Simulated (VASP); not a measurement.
Runs of VASP 6.6.1 on MgO2. The structure is cubic, space group Pa-3 (No. 205). Conventional cell: a = 4.829 Å, b = 4.829 Å, c = 4.829 Å, α = 90.00°, β = 90.00°, γ = 90.00°. Around Mg (site symmetry -3) lie 6 O at 2.07 Å. O (site symmetry 3) is surrounded by 1 O at 1.50 Å. The cell is a database's computed one.

```csv
level,gap on the mesh (eV),pressure (GPa),largest force (eV/Å)
r2SCAN,4.61,-0.2,0.05
SCAN,(b),-0.9,0.17
TPSS,(a),3.9,0.46
rSCAN,4.56,-1.3,0.03
```

Alike in all rows: task band structure; potentials or basis VASP PAW PBE potentials, release 64 (Mg, O); no spin polarisation; cell as given; k mesh 6 × 6 × 6; cutoff (eV) 520; smearing fermi-dirac 0.05 eV.

Q: Estimate the missing entries.

A: (a) 4.23; (b) 4.62.

Caveats: the PAW data sets were made with another functional, which shifts forces and pressure a little.

Runs at the PBE level aren't shown here.
